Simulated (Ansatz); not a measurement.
AlSb (zinc blende), relaxed with HSE06 (Ansatz, a first-principles code, plane waves, PAW): a = 6.170 Å, b = 6.170 Å, c = 6.170 Å, α = 90.00°, β = 90.00°, γ = 90.00°.

- gap (eV): 1.77
- B₀ by P(V) fit (GPa): 56.2

The same phase is relaxed and computed with PBE in the same code. What are the cell and these values now?

a = 6.225 Å, b = 6.225 Å, c = 6.225 Å, α = 90.00°, β = 90.00°, γ = 90.00°.

gap (eV): 1.24
B₀ by P(V) fit (GPa): 49.3

All cells were relaxed under the symmetry of their starts (and spin orders); stability against distortions was not tested throughout. Scalar-relativistic: spin–orbit coupling is off unless named, which matters more the heavier the elements.

Potentials: the later of the program's two PAW sets.

Ansatz is a plane-wave DFT program.
